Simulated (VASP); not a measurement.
C:

```
CELL_PARAMETERS angstrom
0.00000 1.78337 1.78337
1.78337 0.00000 1.78337
1.78337 1.78337 0.00000
ATOMIC_POSITIONS crystal
C 0.75000 0.75000 0.75000
C 0.50000 0.50000 0.50000
```

This isn't the form of C at room conditions, which is graphite.

Base run:

* Program: VASP 6.6.1
* Functional: TB-mBJ
* Potentials or basis: VASP PAW PBE potentials, release 64 (C)
* Cutoff: 520 eV
* k mesh: 13 × 13 × 13
* Occupations: fermi-dirac, width 0.05 eV
* Spin: no spin polarisation

Its results: band gap on the k mesh 4.96 eV, indirect (least direct gap 6.62 eV).

Question: After a change of settings the same cell gave: band gap on the k mesh 4.17 eV, indirect (least direct gap 5.82 eV). Which change was it?
A. functional from TB-mBJ to TPSS; further incar settings from ALGO = Normal; EDIFF = 1e-07; NBANDS = 11 to ALGO = Normal; EDIFF = 1e-07
B. functional from TB-mBJ to M06-L; further incar settings from ALGO = Normal; EDIFF = 1e-07; NBANDS = 11 to ALGO = Normal; EDIFF = 1e-07
C. functional from TB-mBJ to LMBJ; further incar settings from ALGO = Normal; EDIFF = 1e-07; NBANDS = 11 to ALGO = Normal; EDIFF = 1e-06
D. functional from TB-mBJ to r2SCAN

Answer: A.

Not every run made on this cell is shown here.
